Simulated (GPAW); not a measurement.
Runs of GPAW 26.7.0 on BAs. The structure is cubic, space group F-43m (No. 216). Conventional cell: a = 4.777 Å, b = 4.777 Å, c = 4.777 Å, α = 90.00°, β = 90.00°, γ = 90.00°. As (site symmetry -43m) has 4 B at 2.07 Å as nearest neighbours. B (site symmetry -43m) is surrounded by 4 As at 2.07 Å. 

| task | level | potentials or basis | spin | k mesh | cutoff (eV) | maxiter | band path | band points | spin axis theta (degrees) | spin axis phi (degrees) | grid spacing | mesh quality | gap on the mesh (eV) | V0 of scaled cells (Å³/atom) | B0 (GPa) |
| --- | --- | --- | --- | --- | --- | --- | --- | --- | --- | --- | --- | --- | --- | --- | --- |
| single point | PBE | GPAW PAW data sets (gpaw-data 1.2.1), pw | off | 10 × 10 × 10 | 800 | 150 | - | - | - | - | - | not flagged | (c) | - | - |
| equation of state | OLYP | PAW data sets generated in the run's folder for this functional, pw | off | 8 × 8 × 8 | 800 | 150 | - | - | - | - | - | not flagged | - | 13.94 | 129 |
| single point | PBEsol0 | GPAW PAW data sets (gpaw-data 1.2.1), pw | off | 5 × 5 × 5 | 600 | 60 | - | - | - | - | - | coarse | 2.47 | - | - |
| single point | TB-mBJ | GPAW PAW data sets for LDA (gpaw-data 1.2.1), pw | off | 8 × 8 × 8 | 800 | 150 | - | - | - | - | - | not flagged | (a) | - | - |
| equation of state | PBE | PAW data sets generated in the run's folder for this functional, pw | off | 8 × 8 × 8 | 800 | 150 | - | - | - | - | - | not flagged | - | 13.96 | (b) |
| band structure | PBE | GPAW PAW data sets (gpaw-data 1.2.1), lcao:dzp | off | 8 × 8 × 8 | - | 150 | GXWKGLUWLK,UX | 60 | - | - | 0.16 Å | not flagged | 1.27 | - | - |
| band structure | BEEF-vdW | GPAW PAW data sets (gpaw-data 1.2.1), pw | SOC, no magnetisation | 8 × 8 × 8 | 800 | 150 | GXWKGLUWLK,UX | 80 | 90 | 0 | - | not flagged | 1.26 | - | - |
| equation of state | AM05 | PAW data sets generated in the run's folder for this functional, pw | off | 8 × 8 × 8 | 800 | 150 | - | - | - | - | - | not flagged | - | 13.59 | 140 |
| equation of state | RPBE+D4 | the program's PAW data sets (release 1.2.1) made for this functional, pw | off | 8 × 8 × 8 | 800 | 150 | - | - | - | - | - | not flagged | - | 13.23 | 146 |
| band structure | optPBE-vdW | GPAW PAW data sets (gpaw-data 1.2.1), pw | SOC, no magnetisation | 8 × 8 × 8 | 800 | 150 | GXWKGLUWLK,UX | 100 | 0 | 0 | - | not flagged | 1.23 | - | - |
| equation of state | PBEsol+D3 | PAW data sets generated in the run's folder for this functional, pw | off | 8 × 8 × 8 | 800 | 150 | - | - | - | - | - | not flagged | - | 13.43 | 145 |

Alike in all rows: cell as given; smearing fermi-dirac 0.05 eV.

Problem. Fill in the values left out.

Solution. (a) 1.76; (b) 132; (c) 1.18.

Caveats: some runs use coarse meshes; the PAW data sets were made with another functional, which shifts forces and pressure a little (some runs); spin-orbit coupling was added after a scalar SCF, so levels and gaps hold it while energy, forces, pressure and moments don't (some runs); this program's spin-orbit splittings come out too wide for heavy elements (some runs); an odd mesh through Γ misses points on the zone boundary, where band edges often lie (some runs); a model potential gives levels but no total energy (some runs); the basis of atomic orbitals isn't converged, which shifts pressures, moduli and gaps (some runs).

A k mesh can miss the band edges, and rows without SOC leave out spin-orbit coupling on As.
